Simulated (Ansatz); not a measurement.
## AgBr under changes of volume

One of the cells (23.644 Å³/atom); the others are scaled copies at fixed shape and fractional positions:

```
CELL_PARAMETERS angstrom
0.00000 2.87015 2.87015
2.87015 0.00000 2.87015
2.87015 2.87015 0.00000
ATOMIC_POSITIONS crystal
Ag 0.00000 0.00000 0.00000
Br 0.50000 0.50000 0.50000
```

```yaml
Program: Ansatz 0.2.0
Functional: PBE0
Potentials_or_basis: Ansatz PAW
Cutoff: "420 eV (not typed: the program's choice for these potentials)"
k_mesh: 6 × 6 × 6
Occupations: fermi-dirac, width 0.05 eV
Spin: no spin polarisation
```

```csv
volume (Å³/atom),energy over the lowest point (meV/atom),pressure (GPa),gap on the mesh (eV)
22.225,38.67,5.6,2.68
22.698,24.22,4.2,2.68
23.171,13.55,3.0,2.68
23.644,6.19,2.0,2.69
24.116,1.81,1.0,2.69
24.589,0.00,0.2,2.70
25.062,?,?,?
```

Task: What does the run at 25.062 Å³/atom give?

Result: Energy over the lowest point 0.52 meV/atom; pressure -0.5 GPa; gap on the mesh 2.70 eV.

Worked out: A Birch-Murnaghan fit of order 3 (a polynomial in V^(-2/3)) to the other rows has its minimum at 24.72 Å³/atom, just outside them, with B0 = V·E''(V) = 39 GPa and B' = 5.5. It gives 0.50 meV/atom at 25.062 Å³/atom, against the run's 0.52, and -dE/dV = -0.5 GPa, against -0.5. A straight line through the other rows of the gap, of slope 0.197 eV per unit of ln V, extrapolates to 2.70 eV, against the run's 2.70.

Energies are extrapolated to zero smearing.

Caveats: the PAW data sets come from PBE, with cores solved anew for the run's functional, which leaves a small shift of forces and pressure; the thresholds are loose for stress.

A mesh can miss the band edges. Spin-orbit coupling on Ag, Br is left out.
